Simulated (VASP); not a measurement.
# ZnO (P6_3/mmc) in VASP: notebook, part 3 of 3

VASP 6.6.1.

## 5. Dielectric tensor, LDA

INCAR

```
SYSTEM = ZnO
ALGO = Normal ; EDIFF = 1E-8
ENCUT = 400 ; GGA = CA
ISIF = 2 ; ISMEAR = 0
LASPH = .True. ; LCHARG = .False.
LEPSILON = .True. ; LREAL = .False.
LWAVE = .False. ; NELM = 100
PREC = Accurate ; SIGMA = 0.01
```

KPOINTS

```
k-points
0
Gamma
  5 5 2
  0 0 0
```

POSCAR

```
ZnO
1.0
    3.2879671587      0.0000000000      0.0000000000
   -1.6439835793      2.8474630862      0.0000000000
    0.0000000000      0.0000000000      7.1304413500
Zn O
2 2
Direct
    0.0000000000      0.0000000000      0.2500000000
    0.0000000000      0.0000000000      0.7500000000
    0.6666666667      0.3333333333      0.7500000000
    0.3333333333      0.6666666667      0.2500000000
```

Potentials or basis: VASP PAW LDA potentials, release 64 (Zn, O).

Started as:

```console
$ cat potpaw_LDA.64/Zn/POTCAR potpaw_LDA.64/O/POTCAR > POTCAR
$ mpirun -np 1 vasp_std > vasp.out
```

OUTCAR:

```text
SYSTEM = ZnO
   EDIFF = 1E-8
   ENCUT = 400
   GGA = CA
   ISIF = 2
   ISMEAR = 0
   LASPH = .True.
   LEPSILON = .True.
   LREAL = .False.
   NELM = 100
   PREC = Accurate

 Found     10 irreducible k-points:

 Following reciprocal coordinates:
            Coordinates               Weight
  0.000000  0.000000  0.000000      1.000000
  0.200000 -0.000000  0.000000      6.000000
  0.400000 -0.000000  0.000000      6.000000
  0.200000  0.200000  0.000000      6.000000
  0.400000  0.200000  0.000000      6.000000
  0.000000  0.000000  0.500000      1.000000
   k-points           NKPTS =     10   k-points in BZ     NKDIM =     10   number of bands    NBANDS=     22
   number of dos      NEDOS =    301   number of ions     NIONS =      4
   total plane-waves  NPLWV =  27648
   dimension x,y,z NGX =    24 NGY =   24 NGZ =   48
   dimension x,y,z NGXF=    48 NGYF=   48 NGZF=   96
   ions per type =               2   2
   NGX,Y,Z   is equivalent  to a cutoff of  12.13, 12.13, 11.19 a.u.
   NGXF,Y,Z  is equivalent  to a cutoff of  24.27, 24.27, 22.38 a.u.
 SYSTEM =  ZnO
   PREC   = accura    normal or accurate (medium, high low for compatibility)
   ISTART =      0    job   : 0-new  1-cont  2-samecut
   ICHARG =      2    charge: 1-file 2-atom 10-const
   ISPIN  =      1    spin polarized calculation?
   LNONCOLLINEAR =      F non collinear calculations
   LSORBIT =      F    spin-orbit coupling
   LASPH  =      T    aspherical Exc in radial PAW
   ENCUT  =  400.0 eV  29.40 Ry    5.42 a.u.   5.36  5.36 11.63*2*pi/ulx,y,z
   NELM   =    100;   NELMIN=  2; NELMDL= -5     # of ELM steps
   EDIFF  = 0.1E-07   stopping-criterion for ELM
   LREAL  =      F    real-space projection
   EDIFFG = 0.1E-06   stopping-criterion for IOM
   NSW    =      0    number of steps for IOM
   IBRION =     -1    ionic relax: 0-MD 1-quasi-New 2-CG
   NFREE  =      0    steps in history (QN), initial steepest desc. (CG)
   ISIF   =      2    stress and relaxation
   ISYM   =      2    0-nonsym 1-usesym 2-fastsym
   POTIM  = 0.5000    time-step for ionic-motion
   TEBEG  =    0.0;   TEEND  =   0.0 temperature during run
   PSTRESS=    0.0 pullay stress
   NELECT =      36.0000    total number of electrons
   NUPDOWN=      -1.0000    fix difference up-down
   EMIN   =  10.00;   EMAX   =-10.00  energy-range for DOS
   EFERMI =   0.00;   METHOD = LEGACY
   ISMEAR =     0;   SIGMA  =   0.01  broadening in eV -4-tet -1-fermi 0-gaus
   EFERMI_NEDOS =   21; number of points for ismear=-14 and -15
   IALGO  =     38    algorithm
   IMIX   =      4    mixing-type and parameters
     AMIX     =   0.40;   BMIX     =  1.00
     AMIX_MAG =   1.60;   BMIX_MAG =  1.00
  volume/ion in A,a.u.               =      16.69       112.63
  Fermi-wavevector in a.u.,A,eV,Ry     =   1.332524  2.518105 24.158775  1.775620
  Thomas-Fermi vector in A             =   2.461452
   LORBIT       =      0    0 simple, 1 ext, 2 COOP (PROOUT), +10 PAW based schemes
   GGA     = CA    functional components
   LHFCALC =     F    Hartree Fock is set to
   AEXX    =    0.0000 exact exchange contribution
   IVDW    =     0    specifies the selected vdW correction
   LEPSILON=     T    determine dielectric tensor
   LRPA    =     F    only Hartree local field effects (RPA)
 non-spin polarized calculation
 Gauss-broadening in eV      SIGMA  =   0.01
  energy-cutoff  :      400.00
[... 172 lines left out ...]
  Total       -5.5500280     -5.5500280     -2.1972372     -0.0000000      0.0000000      0.0000000
  in kB     -133.1998612   -133.1998612    -52.7333707     -0.0000000      0.0000000      0.0000000
  external PRESSURE =    -106.3776977 kB  Pullay stress =       0.0000000 kB

 VOLUME and BASIS-vectors are now :
 -----------------------------------------------------------------------------
  energy-cutoff  :      400.00
  volume of cell :       66.76
      direct lattice vectors                 reciprocal lattice vectors
     3.287967159  0.000000000  0.000000000     0.304139291  0.175594901  0.000000000
    -1.643983579  2.847463086  0.000000000     0.000000000  0.351189803  0.000000000
     0.000000000  0.000000000  7.130441350     0.000000000  0.000000000  0.140243773

 POSITION                                       TOTAL-FORCE (eV/Angst)
 -----------------------------------------------------------------------------------
      0.00000      0.00000      1.78261        -0.000000     -0.000000      0.000000
      0.00000      0.00000      5.34783        -0.000000     -0.000000      0.000000
      1.64398      0.94915      5.34783         0.000000     -0.000000     -0.000000
     -0.00000      1.89831      1.78261        -0.000000      0.000000     -0.000000
 -----------------------------------------------------------------------------------
    total drift:                               -0.000000      0.000000      0.000000

  FREE ENERGIE OF THE ION-ELECTRON SYSTEM (eV)
  ---------------------------------------------------
  free  energy   TOTEN  =       -19.7822297022 eV

  energy  without entropy=      -19.7822297022  energy(sigma->0) =      -19.78222970

 HEAD OF MICROSCOPIC STATIC DIELECTRIC TENSOR (INDEPENDENT PARTICLE, excluding Hartree and local field effects)
 ------------------------------------------------------
          13.167004     0.000000     0.000000
           0.000000    13.167004     0.000000
           0.000000    -0.000000     3.296998
 ------------------------------------------------------

 Free energy of the ion-electron system (eV)
  ---------------------------------------------------
  ---------------------------------------------------
  free energy    TOTEN  =        -2.24268182 eV

  energy without entropy =       -2.24268182

------------------------ aborting loop because EDIFF is reached ----------------------------------------

--------------------------------------- Ionic step        2  -------------------------------------------

------------------------ aborting loop because EDIFF is reached ----------------------------------------

--------------------------------------- Ionic step        3  -------------------------------------------

 Free energy of the ion-electron system (eV)
  ---------------------------------------------------
  ---------------------------------------------------
  free energy    TOTEN  =        -0.39035313 eV

  energy without entropy =       -0.39035313

------------------------ aborting loop because EDIFF is reached ----------------------------------------

 PIEZOELECTRIC TENSOR FIELD DIRECTION 3  (e Angst)
 -----------------------------------------------------------------------------
     0.00003 -0.00000  0.00000           ( -0.00000 -0.00000  0.00000)
     0.00000  0.00003 -0.00000           ( -0.00000 -0.00000  0.00000)
     0.00000 -0.00000  0.00003           (  0.00000  0.00000 -0.00000)

 PIEZOELECTRIC TENSOR FIELD DIRECTION 3  (C/m^2)
 -----------------------------------------------------------------------------
     0.00001 -0.00000  0.00000
     0.00000  0.00001 -0.00000
     0.00000 -0.00000  0.00001

 MACROSCOPIC STATIC DIELECTRIC TENSOR (including local field effects in DFT)
 ------------------------------------------------------
          12.894919     0.000000     0.000000
           0.000000    12.894919     0.000000
           0.000000     0.000000     2.951349
 ------------------------------------------------------

 PIEZOELECTRIC TENSOR (including local field effects)  for field in x, y, z        (e  Angst)
          XX          YY          ZZ          XY          YZ          ZX
  --------------------------------------------------------------------------------
  x     0.00000     0.00000     0.00000     0.00000     0.00000     0.00000
  y     0.00000     0.00000     0.00000     0.00000     0.00000     0.00000
  z     0.00000     0.00000     0.00000     0.00000     0.00000     0.00000

 PIEZOELECTRIC TENSOR (including local field effects)  for field in x, y, z        (C/m^2)
          XX          YY          ZZ          XY          YZ          ZX
  --------------------------------------------------------------------------------
  x     0.00000     0.00000     0.00000     0.00000     0.00000     0.00000
  y     0.00000     0.00000     0.00000     0.00000     0.00000     0.00000
  z     0.00000     0.00000     0.00000     0.00000     0.00000     0.00000

 BORN EFFECTIVE CHARGES (including local field effects) (in |e|, cummulative output)
 ---------------------------------------------------------------------------------
 ion    1
    1     2.98044     0.00000     0.00000
    2     0.00000     2.98044     0.00000
    3     0.00000     0.00000     0.85762
 ion    2
    1     2.98044     0.00000     0.00000
    2     0.00000     2.98044     0.00000
    3     0.00000     0.00000     0.85762
 ion    3
    1    -2.98044    -0.00000     0.00000
    2    -0.00000    -2.98044     0.00000
    3     0.00000     0.00000    -0.85762
 ion    4
    1    -2.98044    -0.00000     0.00000
    2    -0.00000    -2.98044     0.00000
    3     0.00000     0.00000    -0.85762
```

stdout:

```text
POSCAR found type information on POSCAR ZnO
 POSCAR found :  2 types and       4 ions
 scaLAPACK will be used
 LDA part: xc-table for (Slater(with rela. corr.)+CA(PZ))
 , standard interpolation
 POSCAR, INCAR and KPOINTS ok, starting setup
 FFT: planning ... GRIDC
 FFT: planning ... GRID_SOFT
 FFT: planning ... GRID
 WAVECAR not read
 entering main loop
[... 46 lines left out ...]
  Direction:   3
 dielectric tensor                  component  3 :     0.000     0.000     3.297
 Linear response to external field, progress :
  Direction:   1
 dielectric tensor                  component  1 :    12.895    -0.452     0.000
 Linear response to external field, progress :
  Direction:   2
 dielectric tensor                  component  2 :    -0.452    12.895     0.000
 Linear response to external field, progress :
  Direction:   3
 dielectric tensor                  component  3 :     0.000     0.000     2.951
 Born effective charges drift removed
```

Run time: 46 s. Hardware: 1 thread of Intel Xeon 6975P-C (Granite Rapids), shared host; peak memory 0.18 GiB.

The run converged, but some of its settings lie outside the range that counts as converged, so its numbers aren't taken as properties of the crystal.

Results:

- Band gap on the k mesh: 0.75 eV, direct
- Electronic dielectric tensor (diagonal): 12.89, 12.89, 2.95
- Born charges (mean of the diagonal): Zn +2.27; O -2.27 e

Caveat: the k mesh is coarse (spacing up to 0.44 Å⁻¹), so the values aren't converged; the cutoff is under 1.25 times the usual one of these potentials, so pressure, stress and relaxed cells hold a basis-set (Pulay) error.
